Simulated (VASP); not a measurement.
# LiH in VASP: one cell, several levels of theory

Aim: gap, levels, forces and stress of LiH built on the zincblende prototype, strained and with displaced atoms at fixed geometry. Runs: PBE, r2SCAN. The results are then set beside those of Ansatz 0.2.0 for the same cell. This is a trial cell built on a prototype, not taken from a measured structure, and it needn't be the compound's ground state.

Program: VASP 6.6.1. PAW datasets, plane waves. Values at 0 K without nuclear motion; spin polarisation is off, and the phase may be a hypothetical one.

## (1) Starting point

It is triclinic, P1 (No. 1); a = 2.880 Å, b = 2.950 Å, c = 3.049 Å, α = 91.3°, β = 117.8°, γ = 118.7° in the conventional setting, 9.52 Å³ an atom. Li has 4 H at 1.73–1.94 Å; H has 4 Li at 1.73–1.94 Å.

The structure in full:

```cif
data_structure
_symmetry_space_group_name_H-M 'P 1'
_symmetry_Int_Tables_number 1
_cell_length_a 2.8800
_cell_length_b 2.9499
_cell_length_c 3.0648
_cell_angle_alpha 61.697
_cell_angle_beta 61.630
_cell_angle_gamma 61.307
_cell_volume 19.05
loop_
_atom_site_label
_atom_site_type_symbol
_atom_site_fract_x
_atom_site_fract_y
_atom_site_fract_z
_atom_site_occupancy
Li1 Li 0.00670 0.00800 0.01400 1
H1 H 0.25140 0.21950 0.27800 1
```

## (2) PBE

The input, INCAR:

```
ENCUT = 520.000000
SIGMA = 0.020000
EDIFF = 1.00e-07
GGA = PE
PREC = Accurate
IBRION = -1
ISIF = 2
ISMEAR = -1
NBANDS = 9
NELM = 120
NSW = 0
LASPH = .TRUE.
LCHARG = .TRUE.
LELF = .TRUE.
LWAVE = .FALSE.
LREAL = .FALSE.
```

The input, KPOINTS:

```
KPOINTS created by Atomic Simulation Environment
0
Gamma
8 8 8
0 0 0
```

The input, POSCAR:

```
Li H
 1.0000000000000000
    -0.0028000000000000    2.0501000000000000    2.0228000000000002
     2.1105000000000000   -0.0406000000000000    2.0606000000000000
     2.1770999999999998    2.1545000000000001   -0.1071000000000000
 Li  H
   1   1
Cartesian
  0.0473446400000000  0.0435738700000000  0.0285381600000000
  1.0677846300000000  1.1054344400000002  0.9310598200000001
```

Potentials: the recommended PBE PAW datasets, 4 valence electrons in the neutral cell.

Run with:

```
mpirun -np 1 vasp_std
```

Printed to the terminal (iteration lines stand in OSZICAR):

```text
POSCAR found type information on POSCAR LiH
 POSCAR found :  2 types and       2 ions
 LDA part: xc-table for (Slater+PW92), standard interpolation
 POSCAR, INCAR and KPOINTS ok, starting setup
 FFT: planning ... GRIDC
 FFT: planning ... GRID_SOFT
 FFT: planning ... GRID
 WAVECAR not read
 entering main loop
```

OSZICAR:

```text
N       E                     dE             d eps       ncg     rms          rms(c)
DAV:   1    -0.858957927703E+00   -0.85896E+00   -0.14557E+03  4704   0.406E+02
DAV:   2    -0.624652260063E+01   -0.53876E+01   -0.53588E+01  6577   0.574E+01
DAV:   3    -0.634777060409E+01   -0.10125E+00   -0.10120E+00  5561   0.678E+00
DAV:   4    -0.634875200994E+01   -0.98141E-03   -0.98132E-03  6341   0.556E-01
DAV:   5    -0.634875869069E+01   -0.66808E-05   -0.66806E-05  5516   0.336E-02    0.335E+00
DAV:   6    -0.607138644047E+01    0.27737E+00   -0.26144E-01  4947   0.146E+00    0.164E+00
DAV:   7    -0.599227732277E+01    0.79109E-01   -0.29791E-01  5397   0.176E+00    0.292E-01
DAV:   8    -0.599748338275E+01   -0.52061E-02   -0.11185E-02  5373   0.542E-01    0.530E-02
DAV:   9    -0.599745286601E+01    0.30517E-04   -0.24348E-04  6013   0.719E-02    0.882E-03
DAV:  10    -0.599745625743E+01   -0.33914E-05   -0.11255E-05  5781   0.229E-02    0.503E-03
DAV:  11    -0.599745593296E+01    0.32447E-06   -0.15770E-06  6558   0.364E-03    0.618E-04
DAV:  12    -0.599745605812E+01   -0.12516E-06   -0.25940E-08  3495   0.118E-03    0.314E-04
DAV:  13    -0.599745606032E+01   -0.21944E-08   -0.53866E-09  2582   0.424E-04
   1 F= -.59974561E+01 E0= -.59974561E+01  d E =-.271210E-15
```

From OUTCAR:

```text
k-points           NKPTS =    260   k-points in BZ     NKDIM =    260   number of bands    NBANDS=      9

   NELECT =       4.0000    total number of electrons

   dimension x,y,z NGX =    24 NGY =   24 NGZ =   24
   dimension x,y,z NGXF=    48 NGYF=   48 NGZF=   48

  energy-cutoff  :      520.00
  volume of cell :       19.05
      direct lattice vectors                 reciprocal lattice vectors
    -0.002800000  2.050100000  2.022800000    -0.232826435  0.247365040  0.243338450
     2.110500000 -0.040600000  2.060600000     0.240305596 -0.231163581  0.234616034
     2.177100000  2.154500000 -0.107100000     0.226072815  0.224410160 -0.227125897

 k-points in reciprocal lattice and weights: KPOINTS created by Atomic Simulation Env
   0.00000000  0.00000000  0.00000000       0.002
   0.12500000  0.00000000 -0.00000000       0.004
   0.25000000  0.00000000 -0.00000000       0.004
   0.37500000  0.00000000 -0.00000000       0.004
   0.50000000  0.00000000 -0.00000000       0.002
  -0.00000000  0.12500000  0.00000000       0.004
   0.12500000  0.12500000 -0.00000000       0.004
   0.25000000  0.12500000 -0.00000000       0.004
[... 252 more k-points ...]

 E-fermi :  -0.8857

 k-point     1 :       0.0000    0.0000    0.0000
  band No.  band energies     occupation
      1     -44.8310      2.00000
      2      -5.3218      2.00000
      3      11.4986      0.00000
      4      15.3182      0.00000
      5      16.5161      0.00000
      6      16.7881      0.00000
      7      17.3874      0.00000
      8      18.9680      0.00000
      9      19.8511      0.00000

 k-point     2 :       0.1250    0.0000   -0.0000
  band No.  band energies     occupation
      1     -44.8266      2.00000
      2      -5.0607      2.00000
      3      10.4334      0.00000
      4      14.1043      0.00000
      5      14.9270      0.00000
      6      15.7680      0.00000
      7      18.8035      0.00000
      8      20.3137      0.00000
      9      22.8501      0.00000

 k-point     3 :       0.2500    0.0000   -0.0000
  band No.  band energies     occupation
      1     -44.8159      2.00000
      2      -4.2974      2.00000
      3       7.2846      0.00000
      4      13.2847      0.00000
      5      14.2072      0.00000
      6      15.0631      0.00000
      7      19.2537      0.00000
      8      19.8477      0.00000
      9      21.3180      0.00000

 k-point     4 :       0.3750    0.0000   -0.0000
  band No.  band energies     occupation
      1     -44.8052      2.00000
      2      -3.1796      2.00000
      3       4.2754      0.00000
      4      12.9997      0.00000
      5      13.8167      0.00000
      6      14.9500      0.00000
      7      17.6850      0.00000
      8      18.4704      0.00000
      9      21.0588      0.00000

 k-point     5 :       0.5000    0.0000   -0.0000
  band No.  band energies     occupation
      1     -44.8008      2.00000
      2      -2.4584      2.00000
      3       2.8873      0.00000
      4      12.9346      0.00000
      5      13.7470      0.00000
      6      14.8699      0.00000
      7      16.9977      0.00000
      8      17.9185      0.00000
      9      21.3822      0.00000

 k-point     6 :      -0.0000    0.1250    0.0000
  band No.  band energies     occupation
      1     -44.8272      2.00000
      2      -5.0646      2.00000
      3      10.0224      0.00000
      4      13.9805      0.00000
      5      15.5237      0.00000
      6      16.0543      0.00000
      7      18.8233      0.00000
      8      20.7999      0.00000
      9      22.1512      0.00000

 k-point     7 :       0.1250    0.1250   -0.0000
  band No.  band energies     occupation
      1     -44.8255      2.00000
      2      -4.9805      2.00000
      3      10.1588      0.00000
      4      13.3938      0.00000
      5      14.1915      0.00000
      6      16.0887      0.00000
      7      19.8307      0.00000
      8      20.5933      0.00000
      9      21.9638      0.00000

 k-point     8 :       0.2500    0.1250   -0.0000
  band No.  band energies     occupation
      1     -44.8167      2.00000
      2      -4.3863      2.00000
      3       8.2497      0.00000
      4      11.9592      0.00000
      5      13.3821      0.00000
      6      15.6196      0.00000
      7      18.2833      0.00000
      8      20.9749      0.00000
      9      22.7467      0.00000

 k-point     9 :       0.3750    0.1250   -0.0000
  band No.  band energies     occupation
      1     -44.8061      2.00000
      2      -3.3651      2.00000
      3       5.2712      0.00000
      4      11.4379      0.00000
      5      12.8596      0.00000
      6      14.5784      0.00000
      7      18.4406      0.00000
      8      20.7041      0.00000
      9      22.3013      0.00000

 k-point    10 :       0.5000    0.1250   -0.0000
  band No.  band energies     occupation
      1     -44.7998      2.00000
      2      -2.3763      2.00000
      3       3.2404      0.00000
      4      11.4719      0.00000
      5      12.0507      0.00000
      6      14.4095      0.00000
      7      18.7318      0.00000
      8      19.6350      0.00000
      9      23.0029      0.00000

 k-point    11 :      -0.3750    0.1250    0.0000
  band No.  band energies     occupation
      1     -44.8015      2.00000
      2      -2.6305      2.00000
      3       3.6841      0.00000
      4      11.0511      0.00000
      5      12.7341      0.00000
      6      14.7750      0.00000
      7      18.2870      0.00000
      8      19.3449      0.00000
      9      23.5555      0.00000

 k-point    12 :      -0.2500    0.1250    0.0000
  band No.  band energies     occupation
      1     -44.8102      2.00000
      2      -3.7336      2.00000
      3       6.0960      0.00000
      4      11.2118      0.00000
      5      13.9282      0.00000
      6      15.2914      0.00000
      7      18.3758      0.00000
      8      19.3645      0.00000
      9      22.5993      0.00000

 k-point    13 :      -0.1250    0.1250    0.0000
  band No.  band energies     occupation
      1     -44.8209      2.00000
      2      -4.6340      2.00000
      3       8.6672      0.00000
      4      12.6870      0.00000
      5      14.2471      0.00000
      6      16.1518      0.00000
      7      18.9211      0.00000
      8      20.2164      0.00000
      9      21.3691      0.00000

[... the tables of k-points 14 to 260 left out ...]

  Total        0.1191726      0.1646036      0.1345208      0.0457781      0.4419868      0.1669454
  in kB       10.0231639     13.8441916     11.3140402      3.8502206     37.1738503     14.0411516
  external PRESSURE =      11.7271319 kB  Pullay stress =       0.0000000 kB

 POSITION                                       TOTAL-FORCE (eV/Angst)
 -----------------------------------------------------------------------------------
      0.04734      0.04357      0.02854        -0.255320     -0.070409     -0.177873
      1.06778      1.10543      0.93106         0.255320      0.070409      0.177873
 -----------------------------------------------------------------------------------
    total drift:                                0.000220     -0.000167     -0.000169

  FREE ENERGIE OF THE ION-ELECTRON SYSTEM (eV)
  ---------------------------------------------------
  free  energy   TOTEN  =        -5.9974560603 eV

  energy  without entropy=       -5.9974560603  energy(sigma->0) =       -5.99745606
```

Hardware: 1 MPI rank of Intel Xeon 6975P-C, shared host.

PBE gives an indirect gap of 3.87 eV, from (0.50, -0.25, 0.25) to (0.00, 0.50, 0.00) among the points of the k mesh; the least direct gap is 4.83 eV. Pressure: 1.17 GPa, and the largest force is 0.319 eV/Å, on atom 1 (Li).

Density in a lattice plane of the grid's cell (edges 2.88 and 3.06 Å, at 0.008 of the third edge), which holds Li.

Ten even steps from '0' (0.03 e/Å³) to '9' (10.20 e/Å³):
```
6753100000000000000024
3432100000000000000001
1111000000000000000000
0000000000000000000000
0000000000000000000000
0000000000000000000000
0000000000000000000000
0000000000000000000000
0000000000000000000000
0000000000000000000000
0000000000000000000000
0000000000000000000000
0000000000000000000000
0000000000000000000000
0000000000000000000000
0000000000000000000000
2100000000000000000122
5320000000000000001245
8641000000000000000257
9863100000000000000147
```
Columns run along the first of these edges and rows up along the second, over one cell in 22 and 20 even steps from the bottom left corner. Atoms in the plane (fractional): Li at (0.01, 0.01).

ELF in the same plane.

Ten even steps from ' ' (0.00) to '@' (1.00):
```
@@@@@@%%++..      ::--++++==::..      --**@@
##%%%%%%++..        ..::--::::..        --++
==++++++::..          ........            ::
    ....                                    
                                            
......          ..                    ......
================----::....          ..::----
######%%##########**++--::..      ....::==**
%%@@@@@@@@@@@@@@@@@@%%**==::..      ..--++##
%%@@@@@@@@@@@@@@@@@@@@%%**==::..    ..::==##
%%@@@@@@@@@@@@@@@@@@@@@@%%++--..      ..--++
**%%@@@@@@@@@@@@@@@@@@@@%%**==..        ..--
--**%%@@@@@@@@@@@@@@@@@@@@##==..          ..
..--++%%@@@@@@@@@@@@@@@@@@##==..            
    ::==%%@@@@@@@@@@@@@@@@##==              
..    ..==##@@@@@@@@@@@@@@##--        ::----
**==..  ..--**@@@@@@@@@@@@##--      ::++####
@@##==::  ..--**%%@@@@@@@@**--    ..--##@@@@
@@@@%%++..  ..--**##%%@@%%**--..    --##@@@@
@@@@@@%%--..    ::++######++--..    ..**%%@@
```
Columns run along the first of these edges and rows up along the second, over one cell in 22 and 20 even steps from the bottom left corner. Atoms in the plane (fractional): Li at (0.01, 0.01).

Both are smooth fields of the valence electrons: close to the nuclei they are not physical.

Outside the cores ELF peaks at 1.00 at H.

[end of part 1 of 2]
